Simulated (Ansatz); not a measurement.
# Dielectric response of BeS (110) films, part 5 of 5

Wanted: ε of zincblende BeS (110) by finite fields on slabs, and the band edges against the vacuum where run.

Ansatz 0.2.0; plane-wave DFT, PBE, Ansatz PAW (the session's first sound run).

So far. Step 26 (The bulk crystal): The gap is 3.14 eV. Step 27 (Band edges against the vacuum, levels PBE): The program warns that the averaged potential varies by 0.01 eV in the slab's middle, which these edges carry as an error.

## (28) The bulk with HSE06, k-mesh 8×8×8

This step: plane-wave DFT, HSE06, Ansatz PAW (Ansatz 0.2.0).

System of this step: zincblende BeS. Symmetry: F-43m, No. 216, cubic system. Conventional cell: a = 4.870 Å, b = 4.870 Å, c = 4.870 Å, α = 90.00°, β = 90.00°, γ = 90.00°. Be has 4 S at 2.11 Å nearest. Nearest to S lie 4 Be at 2.11 Å. Farther neighbours and most contacts between anions are not listed.

A hybrid functional removes part of the gap error, and is affordable in the small bulk cell.

Contents of input.yaml:

```yaml
crystal:
  lattice:
    - [0.0, 2.435, 2.435]
    - [2.435, 0.0, 2.435]
    - [2.435, 2.435, 0.0]
  atoms:
    - { symbol: Be, position: [0.0, 0.0, 0.0] }
    - { symbol: S, position: [0.25, 0.25, 0.25] }
kpoints:
  mp_grid: { grid: [8, 8, 8] }
hamiltonian:
  xc: hse06
scf:
  occupations: { method: fixed }
  convergence: { dr2_threshold: 1.0e-08 }
output:
  eigenvalues: true
checkpoint:
  write: bulk-hse.run
  compress: false
  write_wavefunctions: false
```

Started as:

```console
ansatz run input.yaml --threads 8 --pin off --max-ram 12288MiB --backend cpu --events-out ev --progress --plain --runs-dir out
```

Numbers of over 12 decimals in the logs are rounded to 6 here.

The log of the run:

```text
[...]
davidson cushion auto → on  (no smearing: the cushion is to keep the highest requested band from converging to the state above it; pin scf.eigensolver.cushion to override)
Crystal: 2 atoms, lattice volume = 28.875 Å³
Basis set: ecut = 420 eV, 537 PW (Γ)
Bands: 8, of which v1, the nominal top of the filled ones, is band 4 counted from 1 (3 counted from 0)
Symmetry: 24 space group operations
[...]
k-points: 29 of 512 (time reversal used)
[...]
SCF iter   1: F=—  HF=-996.961745 eV  |F-HF|=—  |Δ(HF+E_count)|=         —  Δρ=9.66e-4  dr2=2.82e-4  ethr=1.77e-3  ⟨swp⟩=2.0  Hψ=1900  notcnv=0
[...]
SCF iter   2: F=-996.961362 eV  HF=-996.961304 eV  |F-HF|=5.74e-5  |Δ(HF+E_count)|=   4.41e-4  Δρ=3.29e-4  dr2=2.36e-5  ethr=2.92e-7  ⟨swp⟩=2.1  Hψ=1287  notcnv=0
SCF 1 stopped early in 2 iterations: F = -996.961362 eV  dr2 = 2.36e-5
[...]
Exchange kernel: α = 0.2500, screened, ω = 0.2079 Å⁻¹, Wigner–Seitz truncation, v(0) = 1046.9020 eV·Å³, q-mesh 8×8×8, nearest image of the exchange supercell L = 27.55 Å, pair-density grid 15×15×15, without the augmentation charges, whose exchange is taken in its separable form by FFT convolution over the k-point mesh (sized by the pseudopotential files, 20×20×20 at the most), smooth part of the exact exchange by density-matrix convolution
Frozen-core exchange: fock
SCF iter   1: F=—  HF=-997.772124 eV  |F-HF|=—  |Δ(HF+E_count)|=         —  Δρ=3.43e-3  dr2=2.64e-3  ethr=2.95e-6  ⟨swp⟩=6.3  Hψ=1242  notcnv=0
[...]
SCF iter   5: F=-997.772558 eV  HF=-997.772559 eV  |F-HF|=3.17e-7  |Δ(HF+E_count)|=   1.36e-5  Δρ=6.06e-5  dr2=8.64e-7  ethr=1.57e-8  ⟨swp⟩=3.5  Hψ=830  notcnv=0
SCF 2 stopped early in 5 iterations: F = -997.772558 eV  dr2 = 8.64e-7
[...]
hybrid outer 1: dexx = +1.617e-3 eV, tail = 2.97e-6 eV
[...]
Frozen-core exchange: fock
SCF iter   1: F=—  HF=-997.772556 eV  |F-HF|=—  |Δ(HF+E_count)|=         —  Δρ=2.83e-5  dr2=2.42e-7  ethr=1.85e-7  ⟨swp⟩=2.2  Hψ=585  notcnv=0
[...]
SCF iter   2: F=-997.772555 eV  HF=-997.772555 eV  |F-HF|=1.63e-9  |Δ(HF+E_count)|=   8.45e-8  Δρ=7.45e-6  dr2=5.39e-9  ethr=5.25e-11  ⟨swp⟩=3.0  Hψ=1326  notcnv=0
SCF 3 converged in 2 iterations: F = -997.772555 eV  dr2 = 5.39e-9
hybrid outer 2: dexx = +1.618e-8 eV, tail = 1.12e-8 eV, Δε = 1.06e-3 eV (about 1.03e-4 eV left of the loop's levels)
hybrid SCF converged: 2 outer / 7 inner (+2 warm-up), last move |dexx| = 1.62e-8 eV, tail = 1.12e-8 eV
[...]
Free energy (F): -997.772555 eV
Frozen-core exchange: fock
[...]
Internal energy: -997.772555 eV  (E = F + TS)
E sigma→0 (E₀):  -997.772555 eV
Fermi energy:    4.550458 eV
[...]
--- Band table (eV; the first three rows and the last of 29) ---
[...]
```

Wall time 3.1 s (8 threads of Arm Neoverse V1, shared host); peak memory 1.3 GiB; 20 s of CPU time.

This step gave:

* gap on the k-mesh: 4.086 eV

The gap is 4.09 eV.

## (29) Band edges against the vacuum, levels HSE06

This step: plane-wave DFT, PBE, Ansatz PAW; band edges against the vacuum, bulk levels by HSE06 (Ansatz 0.2.0).

System of this step: BeS (110), 12 units. The cell holds 24 atoms: 12 Be and 12 S. Cell: a = 3.444 Å, b = 4.870 Å, c = 36.940 Å, α = 90.0°, β = 90.0°, γ = 90.0°. It derives from BeS (zincblende BeS). Vacuum lies along c.

The same line-up with the hybrid's levels.

Contents of align.yaml:

```yaml
surface:
  bulk: { run: bulk.run, levels_from: { run: bulk-hse.run } }
  slab: { run: end12.run, axis: 3 }
  face: plus
  period: 1.72181
```

Started as:

```console
ansatz align-bands align.yaml -- --threads 8 --pin off
```

The log of the run:

```text
plus face
ionisation energy 7.077 eV
electron affinity 2.991 eV
  bulk: levels by hse06 on the potential of pbe; from 17.61 to 19.33 Å its average varies by 0.0109 eV and climbs by +0.0000; the bulk's density to 0.19 %
  vacuum: slopes by 0.0000 eV/Å; line-up 9.1647 eV
  of the bulk's run: of the levels' run: its band edges are its mesh's, and a band can turn off it. A run with kpoints.band_path: { path: [VBM, CBM], npoints: 1 } finds the zone's; its band edges are of a coarser mesh than the slab's or the interface's, whose density can shift them: a run under levels_from is taken as it is
[...]
```

It took 0.09 s on 8 threads.

Numbers from this step:

* ionisation energy: 7.077 eV
* electron affinity: 2.991 eV

Check by hand: ionisation energy less affinity, 7.08 − (2.99) = 4.09 eV, is the bulk gap at this level.

The program warns that the averaged potential varies by 0.01 eV in the slab's middle, which these edges carry as an error.

## (30) Varying the input: efield.ramp_width = 0.04

This step: plane-wave DFT, PBE, Ansatz PAW (Ansatz 0.2.0).

System of this step: BeS (110), 5 units. The cell holds 10 atoms: 5 Be and 5 S. Cell: a = 3.444 Å, b = 4.870 Å, c = 24.887 Å, α = 90.0°, β = 90.0°, γ = 90.0°. It derives from BeS (zincblende BeS). Vacuum lies along c.

A run with a changed input: it repeats the earlier run at 0.1 V/Å, 5 units with efield.ramp_width from 0.06 to 0.04.

Contents of input.yaml:

```yaml
crystal:
  lattice:
    - [3.44361002, 0.0, 0.0]
    - [0.0, 4.87, 0.0]
    - [0.0, 0.0, 24.8872200488]
  atoms:
    - { symbol: Be, position: [0.5, 0.5515644676, 0.3770590433] }
    - { symbol: S, position: [0.0, 0.7454845234, 0.3577031528] }
    - { symbol: Be, position: [0.0, -0.0173017856, 0.4283125108] }
    - { symbol: S, position: [0.5, 0.2335824372, 0.4305433875] }
    - { symbol: Be, position: [0.5, 0.4849922392, 0.4999999996] }
    - { symbol: S, position: [0.0, 0.7383485738, 0.5000000023] }
    - { symbol: Be, position: [0.0, -0.0173018129, 0.5716874846] }
    - { symbol: S, position: [0.5, 0.2335824135, 0.569456617] }
    - { symbol: Be, position: [0.5, 0.5515644507, 0.6229409549] }
    - { symbol: S, position: [0.0, 0.7454844931, 0.6422968473] }
kpoints:
  mp_grid: { grid: [8, 6, 1] }
hamiltonian:
  xc: pbe
scf:
  occupations: { method: fixed }
  convergence: { dr2_threshold: 1.0e-10 }
efield:
  axis: 3
  dipole_correction: true
  ramp_position: 0.97
  ramp_width: 0.04
  amplitude: 0.1
output:
  write_potential: true
  write_density: true
  volumetric_format: npy
```

Started as:

```console
ansatz run input.yaml --threads 8 --pin off --max-ram 12288MiB --backend cpu --events-out ev --progress --plain --runs-dir out
```

The log of the run:

```text
[...]
Crystal: 10 atoms, lattice volume = 417.368 Å³
Basis set: ecut = 420 eV, 8097 PW (Γ)
Bands: 30, of which v1, the nominal top of the filled ones, is band 20 counted from 1 (19 counted from 0)
Symmetry: 2 space group operations
k-points: 20 of 48 (time reversal used)
[...]
SCF iter   1: F=—  HF=-4984.711291 eV  |F-HF|=—  |Δ(HF+E_count)|=         —  Δρ=2.81e-2  dr2=4.12e0  ethr=3.10e-3  p=0.082 e·Å  D=3.57e-2 V/Å  ΔV_dip=-0.89 eV  dr2_dipole=7.78e-4  V_vac-E_F(+/−)=9.02/7.65 eV  ⟨swp⟩=6.0  Hψ=3075  notcnv=0  defer=144
[...]
SCF iter  12: F=-4983.526567 eV  HF=-4983.526567 eV  |F-HF|=2.09e-11  |Δ(HF+E_count)|=  1.93e-10  Δρ=5.70e-8  dr2=1.17e-11  ethr=1.00e-12  p=0.071 e·Å  D=3.06e-2 V/Å  ΔV_dip=-0.76 eV  dr2_dipole=1.96e-14  V_vac-E_F(+/−)=7.24/5.74 eV  ⟨swp⟩=19.6  Hψ=4130  notcnv=0
SCF 1 converged in 12 iterations: F = -4983.526567 eV  dr2 = 1.17e-11
[...]
SCF converged after 12 iterations
[...]
Free energy (F): -4983.526567 eV
[...]
Internal energy: -4983.526567 eV  (E = F + TS)
E sigma→0 (E₀):  -4983.526567 eV
Fermi energy:    -2.495681 eV
Dipole field:    D = 0.030568 V/Å  (p = 0.070507 e·Å, saw-weighted, corrected)
Work function:   not extracted (applied field tilts the vacuum); planar V_es + V_field profile in the machine report
[...]
--- Band table (eV; the first three rows and the last of 20) ---
  k-point 0: bands = [... 16 lower, -2.8648, -2.8391, -2.6476, -2.4957, 1.0716, 2.2424, 2.2742, 2.7098, ... 6 higher]
  k-point 1: bands = [... 16 lower, -2.9750, -2.9145, -2.7235, -2.6761, 1.2457, 2.3660, 2.4110, 2.6881, ... 6 higher]
  k-point 2: bands = [... 16 lower, -3.2788, -3.2317, -3.0864, -2.6938, 1.6597, 2.5043, 2.5779, 2.9694, ... 6 higher]
  k-point 19: bands = [... 16 lower, -3.8722, -3.8132, -3.1040, -2.8758, 1.6402, 2.0927, 3.5372, 3.5511, ... 6 higher]
```

Elapsed: 5.5 s, on 8 threads; peak memory 0.97 GiB; 42 s of CPU time.

This step gave:

```yaml
gap_on_the_k_mesh: 2.700 eV
dipole_along_the_normal: 0.07051 e·Å
```

```csv
quantity,this run,earlier run,difference
dipole along the normal (e·Å),0.07051,0.07051,1.0e-7
gap on the k-mesh (eV),2.700,2.700,3.0e-9
```

Nothing in the table moves by 0.01 in its unit (for the dipole 0.5 % and 5e-5 e·Å).

## (31) What came out

| Quantity | Value |
| --- | --- |
| electronic ε from the thickness series | 5.25 |
| static ε from the thickness series | 7.31 |
| local electronic ε, middle of 12 units | 5.26 |
| ionisation energy, levels by PBE | 6.43 eV |
| electron affinity, levels by PBE | 3.29 eV |
| ionisation energy, levels by HSE06 | 7.08 eV |
| electron affinity, levels by HSE06 | 2.99 eV |

In words: The films give an electronic ε of 5.25 and a static ε of 7.31. The slope of the series and the field inside the thickest film give 5.25 and 5.26, in agreement. Ions raise ε from 5.25 to 7.31. The static value rests on two thicknesses alone. HSE06 levels deepen the valence edge by 0.65 eV on the same PBE surface dipole. The alignment warns that the averaged potential still varies by 0.01 eV in the slab's middle, which the band edges carry as an error. The in-plane lattice constants are held at typed bulk values. Semilocal functionals tend to overestimate the electronic ε a little.

[Logs are printed without paths, hosts, clocks, repeated set-up lines and the standing remarks that a program may print on its own settings, such as how far it seeks lower states.]

[Hosts, paths, dates, database ids (printed as entryN), source tags and the programs' standing remarks are cut or masked in the printed files.]

[Maps of the electrostatic potential energy from Ansatz leave out the sawtooth potential of an applied field or a dipole correction, so their vacuum need not be flat; planar profiles and work functions include it.]
